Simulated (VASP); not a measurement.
# Re (Fm-3m) in VASP: equation of state

Aim: energy against volume of Re in PBE, for its equilibrium volume and stiffness.

All numbers are computed with VASP 6.6.1; they aren't measurements. Logs are shortened: lines on timing, memory, paths and dates and some standing lists are left out, and cuts for length are marked.

## 1. Starting point

It takes space group Fm-3m (No. 225, cubic). Conventional cell: a = 3.950 Å, b = 3.950 Å, c = 3.950 Å, α = 90.00°, β = 90.00°, γ = 90.00°. Re (site symmetry m-3m) is surrounded by 12 Re at 2.79 Å.

This isn't the form of Re at room conditions, which is hcp.

## 2. Equation of state, PBE, 14.48 Å³/atom (volume scaled by 0.94)

Input file INCAR:

```
PREC = Accurate
ENCUT = 520
EDIFF = 1E-7
ISMEAR = -1
SIGMA = 0.05
LREAL = False
LASPH = True
NELM = 100
ALGO = Normal
ISIF = 2
LWAVE = False
LCHARG = False
GGA = PE
NBANDS = 10
```

Input file KPOINTS:

```
regular mesh
0
Gamma
  12 12 12
```

Input file POSCAR:

```
Re
1.0
    0.0000000000      1.9346825647      1.9346825647
    1.9346825647      0.0000000000      1.9346825647
    1.9346825647      1.9346825647      0.0000000000
Re
1
Direct
    0.0000000000      0.0000000000      0.0000000000
```

Potentials or basis: VASP PAW PBE potentials, release 64 (Re).

Started as:

```sh
$ cat potpaw_PBE.64/Re/POTCAR > POTCAR
$ mpirun -np 1 vasp_std > vasp.out
```

OUTCAR:

```text
PREC = Accurate
   ENCUT = 520
   EDIFF = 1E-7
   ISMEAR = -1
   LREAL = False
   LASPH = True
   NELM = 100
   ISIF = 2
   GGA = PE

 ion  position               nearest neighbor table
   1  0.000  0.000  0.000-

  LATTYP: Found a face centered cubic cell.
 ALAT       =     3.8693651294

  Lattice vectors:

 A1 = (   0.0000000000,   1.9346825647,   1.9346825647)
 A2 = (   1.9346825647,   0.0000000000,   1.9346825647)
 A3 = (   1.9346825647,   1.9346825647,   0.0000000000)

Analysis of symmetry for initial positions (statically):
=====================================================================
 Subroutine PRICEL returns:
 Original cell was already a primitive cell.

 Routine SETGRP: Setting up the symmetry group for a
 face centered cubic supercell.

 Subroutine GETGRP returns: Found 48 space group operations
 (whereof 48 operations were pure point group operations)
 out of a pool of 48 trial point group operations.

The static configuration has the point symmetry O_h .

Analysis of symmetry for dynamics (positions and initial velocities):
=====================================================================
 Subroutine PRICEL returns:
 Original cell was already a primitive cell.

 Routine SETGRP: Setting up the symmetry group for a
 face centered cubic supercell.

 Subroutine GETGRP returns: Found 48 space group operations
 (whereof 48 operations were pure point group operations)
 out of a pool of 48 trial point group operations.

The dynamic configuration has the point symmetry O_h .

 Subroutine INISYM returns: Found 48 space group operations
 (whereof 48 operations are pure point group operations),
 and found     1 'primitive' translations

----------------------------------------------------------------------------------------

                                     Primitive cell

  volume of cell :      14.4830

  direct lattice vectors                    reciprocal lattice vectors
     0.000000000  1.934682565  1.934682565    -0.258440330  0.258440330  0.258440330
     1.934682565  0.000000000  1.934682565     0.258440330 -0.258440330  0.258440330
     1.934682565  1.934682565  0.000000000     0.258440330  0.258440330 -0.258440330

  length of vectors
     2.736054322  2.736054322  2.736054322     0.447631782  0.447631782  0.447631782

  position of ions in fractional coordinates (direct lattice)
     0.000000000  0.000000000  0.000000000

  ion indices of the primitive-cell ions
[... 103 lines left out ...]
   NSW    =      0    number of steps for IOM
   IBRION =     -1    ionic relax: 0-MD 1-quasi-New 2-CG
   NFREE  =      0    steps in history (QN), initial steepest desc. (CG)
   ISIF   =      2    stress and relaxation
   ISYM   =      2    0-nonsym 1-usesym 2-fastsym
   POTIM  = 0.5000    time-step for ionic-motion
   TEBEG  =    0.0;   TEEND  =   0.0 temperature during run
   PSTRESS=    0.0 pullay stress
   NELECT =       7.0000    total number of electrons
   NUPDOWN=      -1.0000    fix difference up-down
   EMIN   =  10.00;   EMAX   =-10.00  energy-range for DOS
   EFERMI =   0.00;   METHOD = LEGACY
   ISMEAR =    -1;   SIGMA  =   0.05  broadening in eV -4-tet -1-fermi 0-gaus
   EFERMI_NEDOS =   21; number of points for ismear=-14 and -15
   IALGO  =     38    algorithm
   IMIX   =      4    mixing-type and parameters
     AMIX     =   0.40;   BMIX     =  1.00
     AMIX_MAG =   1.60;   BMIX_MAG =  1.00
  volume/ion in A,a.u.               =      14.48        97.74
  Fermi-wavevector in a.u.,A,eV,Ry     =   1.284757  2.427839 22.457798  1.650602
  Thomas-Fermi vector in A             =   2.416932
   LORBIT       =      0    0 simple, 1 ext, 2 COOP (PROOUT), +10 PAW based schemes
   GGA     = PE    functional components
   LHFCALC =     F    Hartree Fock is set to
   AEXX    =    0.0000 exact exchange contribution
   IVDW    =     0    specifies the selected vdW correction
   LEPSILON=     F    determine dielectric tensor
   LRPA    =     F    only Hartree local field effects (RPA)
 non-spin polarized calculation
  energy-cutoff  :      520.00
  volume of cell :       14.48
 maximum number of plane-waves:       399
   NGX = 11   NGY = 11   NGZ = 11

 number of electron       7.0000001 magnetization

 Free energy of the ion-electron system (eV)
  ---------------------------------------------------
  ext. energy  EPLUGINS =         0.00000000
  ---------------------------------------------------
  free energy    TOTEN  =       -12.34779573 eV

  energy without entropy =      -12.34278177  energy(sigma->0) =      -12.34528875

 E-fermi :   8.3455     XC(G=0): -13.8202

 val. band max:        8.3387334620   @ k =  -0.1667   0.2500   0.0833
 cond. band min:       8.3619889192   @ k =   0.5000   0.4167   0.0833
 fundamental gap:      0.0232554571
 Fermi energy:         8.3455361531

 k-point     1 :       0.0000    0.0000    0.0000
  band No.  band energies     occupation
      1      -1.8903      2.00000
      2       6.3903      2.00000
      3       6.3903      2.00000
      4       6.3903      2.00000
      5       9.6566      0.00000
      6       9.6566      0.00000
      7      22.2786      0.00000
      8      28.0329      0.00000
      9      28.0329      0.00000
     10      28.0329      0.00000
[... 495 lines left out ...]
 k-point    40 :       0.4167    0.4167    0.0000
  band No.  band energies     occupation
      1       1.5725      2.00000
      2       2.4597      2.00000
      3       9.9016      0.00000
      4      12.0190      0.00000
      5      12.1238      0.00000
      6      12.1238      0.00000
      7      22.0870      0.00000
      8      22.0870      0.00000
      9      23.5588      0.00000
     10      30.2316      0.00000

 [... further k-points ...]

------------------------ aborting loop because EDIFF is reached ----------------------------------------

  FORCE on cell =-STRESS in cart. coord.  units (eV):
  Direction    XX          YY          ZZ          XY          YZ          ZX
  --------------------------------------------------------------------------------------
  -------------------------------------------------------------------------------------
  Total        1.2277578      1.2277578      1.2277578     -0.0000000     -0.0000000      0.0000000
  in kB      135.8201230    135.8201230    135.8201230     -0.0000000     -0.0000000      0.0000000
  external PRESSURE =     135.8201230 kB  Pullay stress =       0.0000000 kB

 VOLUME and BASIS-vectors are now :
 -----------------------------------------------------------------------------
  energy-cutoff  :      520.00
  volume of cell :       14.48
      direct lattice vectors                 reciprocal lattice vectors
     0.000000000  1.934682565  1.934682565    -0.258440330  0.258440330  0.258440330
     1.934682565  0.000000000  1.934682565     0.258440330 -0.258440330  0.258440330
     1.934682565  1.934682565  0.000000000     0.258440330  0.258440330 -0.258440330

 POSITION                                       TOTAL-FORCE (eV/Angst)
 -----------------------------------------------------------------------------------
      0.00000      0.00000      0.00000         0.000000      0.000000      0.000000
 -----------------------------------------------------------------------------------
    total drift:                                0.000000      0.000000     -0.000000

  FREE ENERGIE OF THE ION-ELECTRON SYSTEM (eV)
  ---------------------------------------------------
  free  energy   TOTEN  =       -12.3477957291 eV

  energy  without entropy=      -12.3427817687  energy(sigma->0) =      -12.34528875
```

stdout:

```text
POSCAR found type information on POSCAR Re
 POSCAR found :  1 types and       1 ions
 scaLAPACK will be used
 LDA part: xc-table for (Slater+PW92), standard interpolation
 POSCAR, INCAR and KPOINTS ok, starting setup
 FFT: planning ... GRIDC
 FFT: planning ... GRID_SOFT
 FFT: planning ... GRID
 WAVECAR not read
 entering main loop
```

It took 7.8 s on 1 thread of Intel Xeon Platinum 8488C (Sapphire Rapids), shared host; peak memory 0.13 GiB.

What came out:

```yaml
Free_energy: -12.3478 eV
Pressure: 13.6 GPa
Band_gap_on_the_k_mesh: none (metal or under the smearing width)
```

## 3. Equation of state, PBE, 14.79 Å³/atom (volume scaled by 0.96)

Input file INCAR:

```
PREC = Accurate ; ENCUT = 520
EDIFF = 1E-7 ; ISMEAR = -1
SIGMA = 0.05 ; LREAL = F
LASPH = T ; NELM = 100
ALGO = Normal ; ISIF = 2
LWAVE = F ; LCHARG = F
GGA = PE ; NBANDS = 10
```

KPOINTS is that of step 2.

Input file POSCAR:

```
Re
1.0
    0.0000000000      1.9483075387      1.9483075387
    1.9483075387      0.0000000000      1.9483075387
    1.9483075387      1.9483075387      0.0000000000
Re
1
Direct
    0.0000000000      0.0000000000      0.0000000000
```

Potentials or basis: VASP PAW PBE potentials, release 64 (Re).

Started as:

```sh
$ cat potpaw_PBE.64/Re/POTCAR > POTCAR
$ mpirun -np 1 vasp_std > vasp.out
```

Run time: 8.9 s. Hardware: 1 thread of Intel Xeon Platinum 8488C (Sapphire Rapids), shared host; peak memory 0.13 GiB.

It converged, with:

- Free energy: -12.3657 eV
- Pressure: 4.9 GPa
- Band gap on the k mesh: none (metal or under the smearing width)

## 4. Equation of state, PBE, 15.10 Å³/atom (volume scaled by 0.98)

Input file INCAR:

```
SYSTEM = Re
PREC = Accurate
ENCUT = 520
EDIFF = 1E-7
ISMEAR = -1
SIGMA = 0.05
LREAL = .FALSE.
LASPH = .TRUE.
NELM = 60
ALGO = Normal
ISIF = 2
LWAVE = .FALSE.
LCHARG = .FALSE.
GGA = PE
NBANDS = 10
```

Input file KPOINTS:

```
regular mesh
0
G
  12 12 12
  0 0 0
```

Input file POSCAR:

```
Re
1.0
    0.0000000000      1.9617445670      1.9617445670
    1.9617445670      0.0000000000      1.9617445670
    1.9617445670      1.9617445670      0.0000000000
Re
1
Direct
    0.0000000000      0.0000000000      0.0000000000
```

Started as:

```sh
$ cat potpaw_PBE.64/Re/POTCAR > POTCAR
$ mpirun -np 1 vasp_std > vasp.out
```

It took 12 s on 1 thread of Intel Xeon Platinum 8488C (Sapphire Rapids), shared host; peak memory 0.13 GiB.

The run converged. Its results:

* Free energy: -12.3678 eV
* Pressure: -2.8 GPa
* Band gap on the k mesh: none (metal or under the smearing width)

## 5. Equation of state, PBE, 15.72 Å³/atom (volume scaled by 1.02)

INCAR: that of step 4 with these lines changed.

```diff
@@ -8,3 +8,3 @@
 LASPH = .TRUE.
-NELM = 60
+NELM = 100
 ALGO = Normal
```

Input file KPOINTS:

```
Automatic mesh
0
G
  12 12 12
  0 0 0
```

Input file POSCAR:

```
Re
1.0
    0.0000000000      1.9880798514      1.9880798514
    1.9880798514      0.0000000000      1.9880798514
    1.9880798514      1.9880798514      0.0000000000
Re
1
Direct
    0.0000000000      0.0000000000      0.0000000000
```

Potentials or basis: VASP PAW PBE potentials, release 64 (Re).

Started as:

```sh
$ cat potpaw_PBE.64/Re/POTCAR > POTCAR
$ mpirun -np 1 vasp_std > vasp.out
```

OUTCAR:

```text
SYSTEM = Re
   PREC = Accurate
   ENCUT = 520
   EDIFF = 1E-7
   ISMEAR = -1
   LREAL = .FALSE.
   LASPH = .TRUE.
   NELM = 100
   ISIF = 2
   GGA = PE

 ion  position               nearest neighbor table
   1  0.000  0.000  0.000-

  LATTYP: Found a face centered cubic cell.
 ALAT       =     3.9761597028

  Lattice vectors:

 A1 = (   0.0000000000,   1.9880798514,   1.9880798514)
 A2 = (   1.9880798514,   0.0000000000,   1.9880798514)
 A3 = (   1.9880798514,   1.9880798514,   0.0000000000)

Analysis of symmetry for initial positions (statically):
=====================================================================
 Subroutine PRICEL returns:
 Original cell was already a primitive cell.

 Routine SETGRP: Setting up the symmetry group for a
 face centered cubic supercell.

 Subroutine GETGRP returns: Found 48 space group operations
 (whereof 48 operations were pure point group operations)
 out of a pool of 48 trial point group operations.

The static configuration has the point symmetry O_h .

Analysis of symmetry for dynamics (positions and initial velocities):
[... 188 lines left out ...]
 fundamental gap:      0.0744994869
 Fermi energy:         7.3289149973

 k-point     1 :       0.0000    0.0000    0.0000
  band No.  band energies     occupation
      1      -2.3161      2.00000
      2       5.6016      2.00000
      3       5.6016      2.00000
      4       5.6016      2.00000
      5       8.4834      0.00000
      6       8.4834      0.00000
      7      21.1972      0.00000
      8      26.4862      0.00000
      9      26.4862      0.00000
     10      26.4862      0.00000
[... 495 lines left out ...]
 k-point    40 :       0.4167    0.4167    0.0000
  band No.  band energies     occupation
      1       1.2354      2.00000
      2       2.0876      2.00000
      3       8.6264      0.00000
      4      10.5560      0.00000
      5      10.6701      0.00000
      6      10.6701      0.00000
      7      20.2684      0.00000
      8      20.2684      0.00000
      9      21.0338      0.00000
     10      27.9922      0.00000

 [... further k-points ...]

------------------------ aborting loop because EDIFF is reached ----------------------------------------

  FORCE on cell =-STRESS in cart. coord.  units (eV):
  Direction    XX          YY          ZZ          XY          YZ          ZX
  --------------------------------------------------------------------------------------
  -------------------------------------------------------------------------------------
  Total       -1.5613862     -1.5613862     -1.5613862      0.0000000     -0.0000000     -0.0000000
  in kB     -159.1803481   -159.1803481   -159.1803481      0.0000000     -0.0000000     -0.0000000
  external PRESSURE =    -159.1803481 kB  Pullay stress =       0.0000000 kB

 VOLUME and BASIS-vectors are now :
 -----------------------------------------------------------------------------
  energy-cutoff  :      520.00
  volume of cell :       15.72
      direct lattice vectors                 reciprocal lattice vectors
     0.000000000  1.988079851  1.988079851    -0.251498952  0.251498952  0.251498952
     1.988079851  0.000000000  1.988079851     0.251498952 -0.251498952  0.251498952
     1.988079851  1.988079851  0.000000000     0.251498952  0.251498952 -0.251498952

 POSITION                                       TOTAL-FORCE (eV/Angst)
 -----------------------------------------------------------------------------------
      0.00000      0.00000      0.00000         0.000000      0.000000      0.000000
 -----------------------------------------------------------------------------------
    total drift:                               -0.000000      0.000000      0.000000

  FREE ENERGIE OF THE ION-ELECTRON SYSTEM (eV)
  ---------------------------------------------------
  free  energy   TOTEN  =       -12.3312099919 eV

  energy  without entropy=      -12.3254827324  energy(sigma->0) =      -12.32834636
```

stdout:

```text
POSCAR found type information on POSCAR Re
 POSCAR found :  1 types and       1 ions
 scaLAPACK will be used
 LDA part: xc-table for (Slater+PW92), standard interpolation
 POSCAR, INCAR and KPOINTS ok, starting setup
 FFT: planning ... GRIDC
 FFT: planning ... GRID_SOFT
 FFT: planning ... GRID
 WAVECAR not read
 entering main loop
```

Run time: 12 s. Hardware: 1 thread of Intel Xeon Platinum 8488C (Sapphire Rapids), shared host; peak memory 0.14 GiB.

Results:

| Property | Result |
| --- | --- |
| Free energy | -12.3312 eV |
| Pressure | -15.9 GPa |
| Band gap on the k mesh | none (metal or under the smearing width) |

## 6. Equation of state, PBE, 16.02 Å³/atom (volume scaled by 1.04)

INCAR: that of step 5 with these lines changed.

```diff
@@ -8,3 +8,3 @@
 LASPH = .TRUE.
-NELM = 100
+NELM = 60
 ALGO = Normal
```

Input file KPOINTS:

```
regular mesh
0
G
  12 12 12
  0 0 0
```

Input file POSCAR:

```
Re
1.0
    0.0000000000      2.0009898225      2.0009898225
    2.0009898225      0.0000000000      2.0009898225
    2.0009898225      2.0009898225      0.0000000000
Re
1
Direct
    0.0000000000      0.0000000000      0.0000000000
```

Potentials or basis: VASP PAW PBE potentials, release 64 (Re).

Started as:

```sh
$ cat potpaw_PBE.64/Re/POTCAR > POTCAR
$ mpirun -np 1 vasp_std > vasp.out
```

It took 11 s on 1 thread of Intel Xeon Platinum 8488C (Sapphire Rapids), shared host; peak memory 0.14 GiB.

Results (log left out):

- Free energy: -12.2955 eV
- Pressure: -21.4 GPa
- Band gap on the k mesh: none (metal or under the smearing width)

## 7. Equation of state, PBE, 16.33 Å³/atom (volume scaled by 1.06)

INCAR is that of step 6.

Input file KPOINTS:

```
Automatic mesh
0
G
  12 12 12
  0 0 0
```

Input file POSCAR:

```
Re
1.0
    0.0000000000      2.0137353243      2.0137353243
    2.0137353243      0.0000000000      2.0137353243
    2.0137353243      2.0137353243      0.0000000000
Re
1
Direct
    0.0000000000      0.0000000000      0.0000000000
```

Started as:

```sh
$ cat potpaw_PBE.64/Re/POTCAR > POTCAR
$ mpirun -np 1 vasp_std > vasp.out
```

It took 10 s on 1 thread of Intel Xeon Platinum 8488C (Sapphire Rapids), shared host; peak memory 0.14 GiB.

It converged, with:

- Free energy: -12.2498 eV
- Pressure: -26.3 GPa
- Band gap on the k mesh: none (metal or under the smearing width)

## 8. Equation of state, PBE

Potentials or basis: VASP PAW PBE potentials, release 64 (Re).

This step only gathers the single runs of the series.

What came out:

- Equilibrium volume: 14.99 Å³/atom
- Bulk modulus: 371 GPa
- Pressure derivative of the bulk modulus: 4.6

Energy against volume, from the lowest point:
```csv
volume (Å³/atom),energy (meV/atom)
14.483,19.96
14.791,2.09
15.099,0.00
15.407,11.99
15.716,36.54
16.024,72.27
16.332,117.97
```
